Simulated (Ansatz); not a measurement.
SnO2:

```xyz
12
Lattice="-5.3733 5.3733 1.6162 5.3733 -5.3733 1.6162 5.3733 5.3733 -1.6162" Properties=species:S:1:pos:R:3 pbc="T T T"
Sn    3.5579   -1.6004    1.6162
Sn    1.6004    3.5579    1.6162
Sn    3.7729    1.8155    0.0000
Sn    1.8155    6.9737    0.0000
O     1.6650    2.2095    0.0000
O    -3.1638    3.7084    1.6162
O     3.7084    3.1638    1.6162
O     8.5371    1.6650    0.0000
O     5.8350    1.7307    0.0000
O     3.6426    0.4617    1.6162
O     1.7307    4.9116    0.0000
O    -0.4617    3.6426    1.6162
```

Measurements of this composition are mostly on another form, of space group No. 136.

```yaml
Program: Ansatz 0.2.0
Task: relaxation of cell and atoms
Functional: LDA
Potentials_or_basis: Ansatz PAW
Cutoff: "420 eV (not typed: the program's choice for these potentials)"
k_mesh: 7 × 7 × 7
Occupations: fermi-dirac, width 0.05 eV
Spin: no spin polarisation
```

At the start: volume 15.55 Å³/atom.

Question: Where does the relaxation end?

Answer: It ends after 8 steps and the volume is 14.82 Å³/atom (-4.7 %); space group I4/m (No. 87, to 0.05 Å).

Step by step:
```
step  energy change (eV)  largest force (eV/Å)  volume (Å³)
   1              0.0000                0.8678       186.66
   2             -0.3511                0.2322       178.38
   3             -0.3588                0.1308       177.52
   4             -0.3579                0.0485       178.10
   5             -0.3576                0.0065       178.30
   6             -0.3190                0.0073       178.30
   7             -0.3224                0.0077       177.80
   8             -0.3197                0.0078       177.80
```

Final structure:
```
Sn O
1.0
    -5.29107    5.29107    1.58778
     5.29107   -5.29107    1.58778
     5.29107    5.29107   -1.58778
Sn O
4 8
Direct
  0.34926 0.83421 0.18346
  0.83421 0.65074 0.48495
  0.16579 0.34926 0.51505
  0.65074 0.16579 0.81654
  0.20943 0.15612 0.36555
  0.84388 0.20943 0.05331
  0.79057 0.84388 0.63445
  0.15612 0.79057 0.94669
  0.15986 0.54109 0.70094
  0.54109 0.84014 0.38123
  0.45891 0.15986 0.61877
  0.84014 0.45891 0.29906
```

Caveat: the plane-wave basis is chosen anew once the cell has moved, so the energies of steps on either side of that aren't comparable; the pressure holds a Pulay correction of +0.9 GPa for the finite cutoff; the PAW data sets come from PBE, with cores solved anew for the run's functional, which leaves a small shift of forces and pressure.
